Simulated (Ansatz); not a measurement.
# NaH: strong compression

How does NaH (zincblende type) answer strong compression, and how long do frozen cores keep up with all electrons? Methods of the runs shown: LAPW and crystal datasets. Companion runs by PAW are cited. Its runs: the reference run (LAPW); volume scaled by 1 (crystal datasets); volume scaled by 0.9 (LAPW); volume scaled by 0.8 (LAPW); volume scaled by 0.7 (LAPW); volume scaled by 0.6 (LAPW); volume scaled by 0.5 (LAPW); volume scaled by 0.4 (LAPW and crystal datasets).

Computed with Ansatz 0.2.0 (DFT r²SCAN, with the methods named in each step, unless a step's input says otherwise).

1 further run of the same task is left out (set aside as unsound or not needed).

## 1. The starting structure

Symmetry: F-43m, No. 216, cubic system. The conventional cell has a = 5.193 Å, b = 5.193 Å, c = 5.193 Å, α = 90.00°, β = 90.00°, γ = 90.00°. Na (site symmetry -43m) is surrounded by 4 H at 2.25 Å. H (site symmetry -43m) is surrounded by 4 Na at 2.25 Å.

Coordinates:

```cif
data_structure
_symmetry_space_group_name_H-M 'P 1'
_symmetry_Int_Tables_number 1
_cell_length_a 3.6721
_cell_length_b 3.6721
_cell_length_c 3.6721
_cell_angle_alpha 60.000
_cell_angle_beta 60.000
_cell_angle_gamma 60.000
_cell_volume 35.01
loop_
_atom_site_label
_atom_site_type_symbol
_atom_site_fract_x
_atom_site_fract_y
_atom_site_fract_z
_atom_site_occupancy
Na1 Na 0.00000 0.00000 0.00000 1
H1 H 0.25000 0.25000 0.25000 1
```

Whether this phase is the stable one at these pressures isn't tested.

Atoms are numbered in the order of the input: Na1, H2.

## 2. The reference volume, LAPW

Contents of input.yaml:

```yaml
crystal:
  lattice:
    - [0.0, 2.5965603919, 2.5965603919]
    - [2.5965603919, 0.0, 2.5965603919]
    - [2.5965603919, 2.5965603919, 0.0]
  atoms:
    - { symbol: Na, position: [0.0, 0.0, 0.0] }
    - { symbol: H, position: [0.25, 0.25, 0.25] }
kpoints:
  mp_grid: { grid: [16, 16, 16] }
  band_path:
    path:
      - [0.0, 0.0, 0.0]
      - [-0.5, -0.5, 0.0]
      - [-0.375, -0.375, 0.25]
      - [-0.375, 0.0, 0.375]
      - [0.0, 0.0, 0.0]
      - [0.0, 0.0, 0.5]
      - [-0.5, -0.25, 0.25]
      - [-0.5, -0.5, 0.0]
    npoints: 14
scf:
  occupations: { method: fermi_dirac, width: 0.1 }
hamiltonian:
  xc: r2scan
  pseudopotentials: { kind: all_electron, lapw: { basis_error: 0.001 } }
output:
  forces: true
  stress: true
  eigenvalues: true
  populations: true
  dos: { projected: true, de: 0.2, e_range: [-14, 8] }
```

Launch:

```console
$ ansatz run input.yaml --threads 1 --pin off --max-ram 2048MiB --backend cpu --events-out ev --progress --plain --runs-dir out
```

## 3. Volume scaled by 1, crystal datasets

Contents of input.yaml:

```yaml
crystal:
  lattice:
    - [0.0, 2.5965603919, 2.5965603919]
    - [2.5965603919, 0.0, 2.5965603919]
    - [2.5965603919, 2.5965603919, 0.0]
  atoms:
    - { symbol: Na, position: [0.0, 0.0, 0.0] }
    - { symbol: H, position: [0.25, 0.25, 0.25] }
kpoints:
  mp_grid: { grid: [16, 16, 16] }
scf:
  occupations: { method: fermi_dirac, width: 0.1 }
hamiltonian:
  xc: r2scan
  pseudopotentials: { kind: all_electron, datasets: crystal }
output:
  forces: true
  stress: true
  eigenvalues: true
```

## 4. Volume scaled by 0.9, LAPW

Contents of input.yaml:

```yaml
crystal:
  lattice:
    - [0.0, 2.5069514948, 2.5069514948]
    - [2.5069514948, 0.0, 2.5069514948]
    - [2.5069514948, 2.5069514948, 0.0]
  atoms:
    - { symbol: Na, position: [0.0, 0.0, 0.0] }
    - { symbol: H, position: [0.25, 0.25, 0.25] }
kpoints:
  mp_grid: { grid: [16, 16, 16] }
scf:
  occupations: { method: fermi_dirac, width: 0.1 }
hamiltonian:
  xc: r2scan
  pseudopotentials: { kind: all_electron, lapw: { basis_error: 0.001 } }
output:
  forces: true
  stress: true
  eigenvalues: true
  populations: true
```

## 5. Volume scaled by 0.8, LAPW

Edit input.yaml of step 4 so:

```diff
@@ -2,5 +2,5 @@
   lattice:
-    - [0.0, 2.5069514948, 2.5069514948]
-    - [2.5069514948, 0.0, 2.5069514948]
-    - [2.5069514948, 2.5069514948, 0.0]
+    - [0.0, 2.4104331442, 2.4104331442]
+    - [2.4104331442, 0.0, 2.4104331442]
+    - [2.4104331442, 2.4104331442, 0.0]
   atoms:
```

## 6. Volume scaled by 0.7, LAPW

Contents of input.yaml:

```yaml
crystal:
  lattice:
    - [0.0, 2.3054963627, 2.3054963627]
    - [2.3054963627, 0.0, 2.3054963627]
    - [2.3054963627, 2.3054963627, 0.0]
  atoms:
    - { symbol: Na, position: [0.0, 0.0, 0.0] }
    - { symbol: H, position: [0.25, 0.25, 0.25] }
kpoints:
  mp_grid: { grid: [16, 16, 16] }
  band_path:
    path:
      - [0.0, 0.0, 0.0]
      - [-0.5, -0.5, 0.0]
      - [-0.375, -0.375, 0.25]
      - [-0.375, 0.0, 0.375]
      - [0.0, 0.0, 0.0]
      - [0.0, 0.0, 0.5]
      - [-0.5, -0.25, 0.25]
      - [-0.5, -0.5, 0.0]
    npoints: 8
scf:
  occupations: { method: fermi_dirac, width: 0.1 }
hamiltonian:
  xc: r2scan
  pseudopotentials: { kind: all_electron, lapw: { basis_error: 0.001 } }
output:
  forces: true
  stress: true
  eigenvalues: true
  populations: true
  dos: { projected: true, de: 0.2, e_range: [-14, 8] }
```

## 7. Volume scaled by 0.6, LAPW

Edit input.yaml of step 6 so:

```diff
@@ -2,5 +2,5 @@
   lattice:
-    - [0.0, 2.3054963627, 2.3054963627]
-    - [2.3054963627, 0.0, 2.3054963627]
-    - [2.3054963627, 2.3054963627, 0.0]
+    - [0.0, 2.1900238519, 2.1900238519]
+    - [2.1900238519, 0.0, 2.1900238519]
+    - [2.1900238519, 2.1900238519, 0.0]
   atoms:
```

## 8. Volume scaled by 0.5, LAPW

Contents of input.yaml:

```yaml
crystal:
  lattice:
    - [0.0, 2.0608913488, 2.0608913488]
    - [2.0608913488, 0.0, 2.0608913488]
    - [2.0608913488, 2.0608913488, 0.0]
  atoms:
    - { symbol: Na, position: [0.0, 0.0, 0.0] }
    - { symbol: H, position: [0.25, 0.25, 0.25] }
kpoints:
  mp_grid: { grid: [16, 16, 16] }
scf:
  occupations: { method: fermi_dirac, width: 0.1 }
hamiltonian:
  xc: r2scan
  pseudopotentials: { kind: all_electron, lapw: { basis_error: 0.001 } }
output:
  forces: true
  stress: true
  eigenvalues: true
  populations: true
```

## 9. Volume scaled by 0.4, LAPW

Contents of input.yaml:

```yaml
crystal:
  lattice:
    - [0.0, 1.9131620544, 1.9131620544]
    - [1.9131620544, 0.0, 1.9131620544]
    - [1.9131620544, 1.9131620544, 0.0]
  atoms:
    - { symbol: Na, position: [0.0, 0.0, 0.0] }
    - { symbol: H, position: [0.25, 0.25, 0.25] }
kpoints:
  mp_grid: { grid: [16, 16, 16] }
  band_path:
    path:
      - [0.0, 0.0, 0.0]
      - [-0.5, -0.5, 0.0]
      - [-0.375, -0.375, 0.25]
      - [-0.375, 0.0, 0.375]
      - [0.0, 0.0, 0.0]
      - [0.0, 0.0, 0.5]
      - [-0.5, -0.25, 0.25]
      - [-0.5, -0.5, 0.0]
    npoints: 8
scf:
  occupations: { method: fermi_dirac, width: 0.1 }
hamiltonian:
  xc: r2scan
  pseudopotentials: { kind: all_electron, lapw: { basis_error: 0.001 } }
output:
  forces: true
  stress: true
  eigenvalues: true
  populations: true
  dos: { projected: true, de: 0.2, e_range: [-14, 8] }
```

## 10. Volume scaled by 0.4, crystal datasets

Contents of input.yaml:

```yaml
crystal:
  lattice:
    - [0.0, 1.9131620544, 1.9131620544]
    - [1.9131620544, 0.0, 1.9131620544]
    - [1.9131620544, 1.9131620544, 0.0]
  atoms:
    - { symbol: Na, position: [0.0, 0.0, 0.0] }
    - { symbol: H, position: [0.25, 0.25, 0.25] }
kpoints:
  mp_grid: { grid: [16, 16, 16] }
scf:
  occupations: { method: fermi_dirac, width: 0.1 }
hamiltonian:
  xc: r2scan
  pseudopotentials: { kind: all_electron, datasets: crystal }
output:
  forces: true
  stress: true
  eigenvalues: true
```

(Steps that only read results are left out.)

Q: Predict the outcome of this session. Wanted: LAPW pressure at 0.4 of the volume; PAW pressure at 0.4 of the volume; PAW; crystal datasets pressure at 0.4 of the volume; fitted bulk modulus at zero pressure.

The runs gave:

| quantity | value |
| --- | --- |
| LAPW pressure at 0.4 of the volume | 91.6 GPa |
| PAW pressure at 0.4 of the volume | 91.8 GPa |
| PAW (level accurate) pressure at 0.4 of the volume | 91.8 GPa |
| crystal datasets pressure at 0.4 of the volume | 91.6 GPa |
| fitted bulk modulus at zero pressure (LAPW) | 17.3 GPa |
| its pressure derivative | 3.85 |

**Reading.** At 0.4 of the starting volume LAPW gives 92 GPa. One third-order Birch-Murnaghan curve follows these points (B₀ = 17.3 GPa, B′ = 3.85, misfit at most 0.08 GPa). A fit over so wide a range leans to the high pressures, so B₀ can be off by several per cent. Where LAPW's pressure is over 3 GPa, PAW's departs from it by at most 0.6 %, at 0.8 of the volume. The gap goes from 4.05 to 4.78 eV. The ions are at rest, and the electrons smeared by 0.1 eV.

These are semilocal Kohn-Sham gaps, which aren't the measured quantity. Such gaps usually fall short of the measured ones.
